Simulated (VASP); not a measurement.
# YbH3 (Fm-3m) in VASP: convergence with SIGMA

Aim: find how far SIGMA must go before the results for YbH3 settle, at PBEsol. This setting moves, with any that are tied to it; all else stays.

All numbers are computed with VASP 6.6.1; they aren't measurements. Logs are shortened: lines on timing, memory, paths and dates and some standing lists are left out, and cuts for length are marked.

### 1 The crystal as given

It takes space group Fm-3m (No. 225, cubic). Conventional cell: a = 5.210 Å, b = 5.210 Å, c = 5.210 Å, α = 90.00°, β = 90.00°, γ = 90.00°. Yb (site symmetry m-3m) has 8 H at 2.26 Å as nearest neighbours. H (site symmetry m-3m) has 8 H at 2.26 Å as nearest neighbours. Around H (site symmetry -43m) lie 4 Yb at 2.26 Å and 4 H at 2.26 Å.

The cell comes from a database or a generator and needn't be the stable form of this composition.

### 2 With SIGMA 0.3 eV

Input file INCAR:

```
SYSTEM = YbH3
ALGO = Normal ; EDIFF = 1E-7
ENCUT = 520 ; GGA = PS
ISIF = 2 ; ISMEAR = 1
ISPIN = 2 ; LASPH = .TRUE.
LCHARG = .FALSE. ; LMAXMIX = 6
LORBIT = 11 ; LREAL = .FALSE.
LWAVE = .FALSE. ; MAGMOM = 1 0 0 0
NELM = 120 ; PREC = Accurate
SIGMA = 0.3
```

Input file KPOINTS:

```
k-points
0
G
  9 9 9
  0 0 0
```

Input file POSCAR:

```
YbH3
1.0
    0.0000000000      2.6049710000      2.6049710000
    2.6049710000      0.0000000000      2.6049710000
    2.6049710000      2.6049710000      0.0000000000
Yb H
1 3
Direct
    0.0000000000      0.0000000000      0.0000000000
    0.5000000000      0.5000000000      0.5000000000
    0.2500000000      0.2500000000      0.2500000000
    0.7500000000      0.7500000000      0.7500000000
```

Potentials or basis: VASP PAW PBE potentials, release 64 (Yb, H).

Run with:

```sh
$ cat potpaw_PBE.64/Yb/POTCAR potpaw_PBE.64/H/POTCAR > POTCAR
$ mpirun -np 1 vasp_std > vasp.out
```

OUTCAR:

```text
SYSTEM = YbH3
   EDIFF = 1E-7
   ENCUT = 520
   GGA = PS
   ISIF = 2
   ISMEAR = 1
   ISPIN = 2
   LASPH = .TRUE.
   LORBIT = 11
   LREAL = .FALSE.
   NELM = 120
   PREC = Accurate

 Found     35 irreducible k-points:

 Following reciprocal coordinates:
            Coordinates               Weight
  0.000000  0.000000  0.000000      1.000000
  0.111111  0.000000  0.000000      8.000000
  0.222222  0.000000  0.000000      8.000000
  0.333333  0.000000  0.000000      8.000000
  0.444444  0.000000  0.000000      8.000000
  0.111111  0.111111  0.000000      6.000000
   k-points           NKPTS =     35   k-points in BZ     NKDIM =     35   number of bands    NBANDS=     18
   number of dos      NEDOS =    301   number of ions     NIONS =      4
   total plane-waves  NPLWV =  21952
   dimension x,y,z NGX =    28 NGY =   28 NGZ =   28
   dimension x,y,z NGXF=    56 NGYF=   56 NGZF=   56
   ions per type =               1   3
   NGX,Y,Z   is equivalent  to a cutoff of  12.64, 12.64, 12.64 a.u.
   NGXF,Y,Z  is equivalent  to a cutoff of  25.27, 25.27, 25.27 a.u.
 SYSTEM =  YbH3
   PREC   = accura    normal or accurate (medium, high low for compatibility)
   ISTART =      0    job   : 0-new  1-cont  2-samecut
   ICHARG =      2    charge: 1-file 2-atom 10-const
   ISPIN  =      2    spin polarized calculation?
   LNONCOLLINEAR =      F non collinear calculations
   LSORBIT =      F    spin-orbit coupling
   LASPH  =      T    aspherical Exc in radial PAW
   ENCUT  =  520.0 eV  38.22 Ry    6.18 a.u.   6.85  6.85  6.85*2*pi/ulx,y,z
   NELM   =    120;   NELMIN=  2; NELMDL= -5     # of ELM steps
   EDIFF  = 0.1E-06   stopping-criterion for ELM
   LREAL  =      F    real-space projection
   EDIFFG = 0.1E-05   stopping-criterion for IOM
   NSW    =      0    number of steps for IOM
   IBRION =     -1    ionic relax: 0-MD 1-quasi-New 2-CG
   NFREE  =      0    steps in history (QN), initial steepest desc. (CG)
   ISIF   =      2    stress and relaxation
   ISYM   =      2    0-nonsym 1-usesym 2-fastsym
   POTIM  = 0.5000    time-step for ionic-motion
   TEBEG  =    0.0;   TEEND  =   0.0 temperature during run
   PSTRESS=    0.0 pullay stress
   NELECT =      27.0000    total number of electrons
   NUPDOWN=      -1.0000    fix difference up-down
   EMIN   =  10.00;   EMAX   =-10.00  energy-range for DOS
   EFERMI =   0.00;   METHOD = LEGACY
   ISMEAR =     1;   SIGMA  =   0.30  broadening in eV -4-tet -1-fermi 0-gaus
   EFERMI_NEDOS =   21; number of points for ismear=-14 and -15
   IALGO  =     38    algorithm
   IMIX   =      4    mixing-type and parameters
     AMIX     =   0.40;   BMIX     =  1.00
     AMIX_MAG =   1.60;   BMIX_MAG =  1.00
  volume/ion in A,a.u.               =       8.84        59.65
  Fermi-wavevector in a.u.,A,eV,Ry     =   1.496407  2.827800 30.466645  2.239235
  Thomas-Fermi vector in A             =   2.608428
   LORBIT       =     11    0 simple, 1 ext, 2 COOP (PROOUT), +10 PAW based schemes
   GGA     = PS    functional components
   LHFCALC =     F    Hartree Fock is set to
   AEXX    =    0.0000 exact exchange contribution
   IVDW    =     0    specifies the selected vdW correction
   LEPSILON=     F    determine dielectric tensor
   LRPA    =     F    only Hartree local field effects (RPA)
 spin polarized calculation
 Methfessel and Paxton  Order N= 1 SIGMA  =   0.30
  energy-cutoff  :      520.00
  volume of cell :       35.35
 maximum number of plane-waves:       963
   NGX = 13   NGY = 13   NGZ = 13

 number of electron      27.0000013 magnetization       0.4186763

 Free energy of the ion-electron system (eV)
  ---------------------------------------------------
  ext. energy  EPLUGINS =         0.00000000
  ---------------------------------------------------
  free energy    TOTEN  =       -15.59736892 eV

  energy without entropy =      -15.67964376  energy(sigma->0) =      -15.62479386

 E-fermi :   1.3467     XC(G=0): -11.0669

 val. band max:        1.3437878867   @ k =   0.3333   0.2222   0.1111
 cond. band min:       1.3555051651   @ k =   0.3333   0.3333   0.0000
 fundamental gap:      0.0117172784
 Fermi energy:         1.3466781796

 spin component 1

 k-point     1 :       0.0000    0.0000    0.0000
  band No.  band energies     occupation
      1     -49.8764      1.00000
      2     -21.8753      1.00000
      3     -21.8753      1.00000
      4     -21.8753      1.00000
      5      -7.2029      1.00000
      6      -0.2590      1.00000
[... 10 lines left out ...]
     17       4.3539     -0.00000
     18       7.0550     -0.00000
[... 85 lines left out ...]
 k-point     6 :       0.1111    0.1111    0.0000
  band No.  band energies     occupation
      1     -49.8734      1.00000
      2     -21.9286      1.00000
      3     -21.8916      1.00000
      4     -21.8916      1.00000
      5      -6.8431      1.00000
      6      -0.4585      1.00000
[... 10 lines left out ...]
     17       5.8782     -0.00000
     18       6.5785     -0.00000

 [... further k-points ...]

 spin component 2

 k-point     1 :       0.0000    0.0000    0.0000
  band No.  band energies     occupation
      1     -49.7032      1.00000
      2     -21.7529      1.00000
      3     -21.7529      1.00000
      4     -21.7529      1.00000
      5      -7.1883      1.00000
      6       0.0721      1.00000
[... 10 lines left out ...]
     17       4.3899     -0.00000
     18       7.0913     -0.00000
[... 85 lines left out ...]
 k-point     6 :       0.1111    0.1111    0.0000
  band No.  band energies     occupation
      1     -49.7002      1.00000
      2     -21.8070      1.00000
      3     -21.7694      1.00000
      4     -21.7694      1.00000
      5      -6.8276      1.00000
      6      -0.2263      1.00000
[... 10 lines left out ...]
     17       5.9286     -0.00000
     18       6.6088     -0.00000

 [... further k-points ...]

------------------------ aborting loop because EDIFF is reached ----------------------------------------

  FORCE on cell =-STRESS in cart. coord.  units (eV):
  Direction    XX          YY          ZZ          XY          YZ          ZX
  --------------------------------------------------------------------------------------
  -------------------------------------------------------------------------------------
  Total       -2.0019883     -2.0019883     -2.0019883     -0.0000000     -0.0000000      0.0000000
  in kB      -90.7263515    -90.7263515    -90.7263515     -0.0000000     -0.0000000      0.0000000
  external PRESSURE =     -90.7263515 kB  Pullay stress =       0.0000000 kB

 VOLUME and BASIS-vectors are now :
 -----------------------------------------------------------------------------
  energy-cutoff  :      520.00
  volume of cell :       35.35
      direct lattice vectors                 reciprocal lattice vectors
     0.000000000  2.604971000  2.604971000    -0.191940716  0.191940716  0.191940716
     2.604971000  0.000000000  2.604971000     0.191940716 -0.191940716  0.191940716
     2.604971000  2.604971000  0.000000000     0.191940716  0.191940716 -0.191940716

 POSITION                                       TOTAL-FORCE (eV/Angst)
 -----------------------------------------------------------------------------------
      0.00000      0.00000      0.00000        -0.000000      0.000000     -0.000000
      2.60497      2.60497      2.60497        -0.000000      0.000000     -0.000000
      1.30249      1.30249      1.30249        -0.000000     -0.000000     -0.000000
      3.90746      3.90746      3.90746         0.000000     -0.000000      0.000000
 -----------------------------------------------------------------------------------
    total drift:                               -0.000000     -0.000000      0.000000

  FREE ENERGIE OF THE ION-ELECTRON SYSTEM (eV)
  ---------------------------------------------------
  free  energy   TOTEN  =       -15.5973689154 eV

  energy  without entropy=      -15.6796437573  energy(sigma->0) =      -15.62479386

 total charge

# of ion       s       p       d       f       tot
--------------------------------------------------
    1        2.112   6.046   0.492  13.420  22.069
    2        0.440   0.006   0.000   0.000   0.445
    3        0.526   0.006   0.000   0.000   0.532
    4        0.526   0.006   0.000   0.000   0.532
--------------------------------------------------
tot          3.604   6.064   0.492  13.420  23.579

 magnetization (x)

# of ion       s       p       d       f       tot
--------------------------------------------------
    1        0.000  -0.003   0.010   0.399   0.406
    2       -0.001   0.000   0.000   0.000  -0.001
    3        0.001   0.000   0.000   0.000   0.001
    4        0.001   0.000   0.000   0.000   0.001
--------------------------------------------------
tot          0.001  -0.003   0.010   0.399   0.407
```

Wall time 66 s (1 thread of AMD EPYC 9R45 (Zen 5), shared host); peak memory 0.18 GiB.

Results:

```
Free energy                                           : -15.5974 eV
Pressure                                              : -9.1 GPa
Band gap on the k mesh                                : none (metal or under the smearing width)
Net moment                                            : 0.42 μB per cell
Site moments                                          : Yb +0.41; H -0.00, +0.00 μB
Valence electrons inside the program's atomic spheres : Yb 22.07; H 0.45, 0.53
```

### 3 With SIGMA 0.2 eV

Changes to INCAR since step 2:

```diff
@@ -9,2 +9,2 @@
 NELM = 120 ; PREC = Accurate
-SIGMA = 0.3
+SIGMA = 0.2
```

KPOINTS is that of step 2.

POSCAR is that of step 2.

Potentials or basis: VASP PAW PBE potentials, release 64 (Yb, H).

Run with:

```sh
$ cat potpaw_PBE.64/Yb/POTCAR potpaw_PBE.64/H/POTCAR > POTCAR
$ mpirun -np 1 vasp_std > vasp.out
```

It took 76 s on 1 thread of AMD EPYC 9R45 (Zen 5), shared host; peak memory 0.18 GiB.

What came out:

```
Free energy                                           : -15.6249 eV
Pressure                                              : -9.2 GPa
Band gap on the k mesh                                : none (metal or under the smearing width)
Net moment                                            : 0.27 μB per cell
Site moments                                          : Yb +0.25; H +0.00 μB
Valence electrons inside the program's atomic spheres : Yb 22.07; H 0.45, 0.53
```

### 4 With SIGMA 0.15 eV

Changes to INCAR since step 3:

```diff
@@ -9,2 +9,2 @@
 NELM = 120 ; PREC = Accurate
-SIGMA = 0.2
+SIGMA = 0.15
```

KPOINTS is that of step 3.

POSCAR is that of step 3.

Run with:

```sh
$ cat potpaw_PBE.64/Yb/POTCAR potpaw_PBE.64/H/POTCAR > POTCAR
$ mpirun -np 1 vasp_std > vasp.out
```

It took 76 s on 1 thread of AMD EPYC 9R45 (Zen 5), shared host; peak memory 0.18 GiB.

Results:

```
Free energy                                           : -15.6411 eV
Pressure                                              : -9.1 GPa
Band gap on the k mesh                                : none (metal or under the smearing width)
Net moment                                            : 0.00 μB per cell
Valence electrons inside the program's atomic spheres : Yb 22.08; H 0.45, 0.53
```

### 5 With SIGMA 0.1 eV

Changes to INCAR since step 4:

```diff
@@ -9,2 +9,2 @@
 NELM = 120 ; PREC = Accurate
-SIGMA = 0.15
+SIGMA = 0.1
```

KPOINTS is that of step 4.

POSCAR is that of step 4.

Run with:

```sh
$ cat potpaw_PBE.64/Yb/POTCAR potpaw_PBE.64/H/POTCAR > POTCAR
$ mpirun -np 1 vasp_std > vasp.out
```

Run time: 67 s. Hardware: 1 thread of AMD EPYC 9R45 (Zen 5), shared host; peak memory 0.18 GiB.

What came out:

| Item | Value |
| --- | --- |
| Free energy | -15.6438 eV |
| Pressure | -9.0 GPa |
| Band gap on the k mesh | none (metal or under the smearing width) |
| Net moment | 0.04 μB per cell |
| Site moments | Yb +0.03; H +0.00 μB |
| Valence electrons inside the program's atomic spheres | Yb 22.07; H 0.45, 0.53 |

### 6 With SIGMA 0.05 eV

Changes to INCAR since step 5:

```diff
@@ -9,2 +9,2 @@
 NELM = 120 ; PREC = Accurate
-SIGMA = 0.1
+SIGMA = 0.05
```

KPOINTS is that of step 5.

POSCAR is that of step 5.

Potentials or basis: VASP PAW PBE potentials, release 64 (Yb, H).

Run with:

```sh
$ cat potpaw_PBE.64/Yb/POTCAR potpaw_PBE.64/H/POTCAR > POTCAR
$ mpirun -np 1 vasp_std > vasp.out
```

Run time: 80 s. Hardware: 1 thread of AMD EPYC 9R45 (Zen 5), shared host; peak memory 0.18 GiB.

Results:

```
Free energy                                           : -15.6438 eV
Pressure                                              : -8.9 GPa
Band gap on the k mesh                                : none (metal or under the smearing width)
Net moment                                            : 0.00 μB per cell
Valence electrons inside the program's atomic spheres : Yb 22.07; H 0.45, 0.53
```

### 7 With SIGMA 0.02 eV

Changes to INCAR since step 6:

```diff
@@ -9,2 +9,2 @@
 NELM = 120 ; PREC = Accurate
-SIGMA = 0.05
+SIGMA = 0.02
```

KPOINTS is that of step 6.

POSCAR is that of step 6.

Run with:

```sh
$ cat potpaw_PBE.64/Yb/POTCAR potpaw_PBE.64/H/POTCAR > POTCAR
$ mpirun -np 1 vasp_std > vasp.out
```

It took 63 s on 1 thread of AMD EPYC 9R45 (Zen 5), shared host; peak memory 0.18 GiB.

Results:

| Property | Result |
| --- | --- |
| Free energy | -15.6440 eV |
| Pressure | -9.0 GPa |
| Band gap on the k mesh | none (metal or under the smearing width) |
| Net moment | 0.01 μB per cell |
| Valence electrons inside the program's atomic spheres | Yb 22.07; H 0.45, 0.53 |

### 8 With SIGMA 0.01 eV

Changes to INCAR since step 7:

```diff
@@ -9,2 +9,2 @@
 NELM = 120 ; PREC = Accurate
-SIGMA = 0.02
+SIGMA = 0.01
```

KPOINTS is that of step 7.

POSCAR is that of step 7.

Run with:

```sh
$ cat potpaw_PBE.64/Yb/POTCAR potpaw_PBE.64/H/POTCAR > POTCAR
$ mpirun -np 1 vasp_std > vasp.out
```

Wall time 78 s (1 thread of AMD EPYC 9R45 (Zen 5), shared host); peak memory 0.18 GiB.

Results (log left out):

- Free energy: -15.6435 eV
- Pressure: -9.1 GPa
- Band gap on the k mesh: none (metal or under the smearing width)
- Net moment: 0.14 μB per cell
- Site moments: Yb +0.13; H +0.00 μB
- Valence electrons inside the program's atomic spheres: Yb 22.07; H 0.45, 0.53

### 9 The series at a glance

```csv
SIGMA,"energy less the tightest run, at zero smearing (meV/atom)",pressure (GPa),largest site moment (μB),SCF cycles,CPU time (s),peak memory (GiB)
0.3 eV,4.68,-9.07,0.41,25,65,0.18
0.2 eV,-0.05,-9.23,0.25,27,75,0.18
0.15 eV,-2.33,-9.06,0.00,26,75,0.18
0.1 eV,-0.09,-8.96,0.03,26,66,0.18
0.05 eV,-0.09,-8.89,0.00,29,79,0.18
0.02 eV,-0.12,-9.00,0.01,25,62,0.18
0.01 eV,0.00,-9.09,0.13,30,77,0.18
```

Against the tightest run, the energy stays within 1 meV/atom from 0.1 eV on; the pressure stays within 0.1 GPa from 0.02 eV on. Not settled before the last step: the largest site moment (to 0.02 μB). Narrower smearing needs a denser k mesh, so at a fixed mesh the narrowest width isn't the most accurate. The tightest run that finished is the yardstick and may itself not be fully converged.

Caveats: the PAW data sets were made with another functional, which shifts forces and pressure a little; spin-orbit coupling is left out, which moves the levels of the heavy elements; without U or exact exchange the open f shell lies at the Fermi level, which spoils levels, moments and volumes.
